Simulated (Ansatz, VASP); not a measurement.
**One calculation of PbS (Galena), two programs**

```
CELL_PARAMETERS angstrom
0.00000 2.96575 2.96575
2.96575 0.00000 2.96575
2.96575 2.96575 0.00000
ATOMIC_POSITIONS crystal
Pb 0.00000 0.00000 0.00000
S 0.50000 0.50000 0.50000
```

Alike in both runs: task relaxation of cell and atoms; functional PBE; k mesh 6 × 6 × 6; no spin polarisation.

|  | VASP | Ansatz |
| --- | --- | --- |
| version | VASP 6.6.1 | Ansatz 0.2.0 |
| potentials or method | VASP PAW PBE potentials, release 64 (Pb_d, S) | plane waves, PAW |
| plane-wave cutoff (eV) | 600 | 420 |
| occupations | gaussian, width 0.01 eV | fixed |
| valence electrons in the cell | 20 | 20 |

|  | VASP | Ansatz | Ansatz less VASP |
| --- | --- | --- | --- |
| relaxed volume (Å³/atom) | 27.09 | 27.11 | +0.013 |
| relaxed cell length with the largest relative difference (Å) | 4.248 | 4.248 | +0.0007 |
| energy change over the relaxation (meV/atom) | -7 | -7 | -0.2 |

 Zero-point motion and thermal expansion aren't in these numbers. PBE usually gives volumes a little too large and moduli too small.
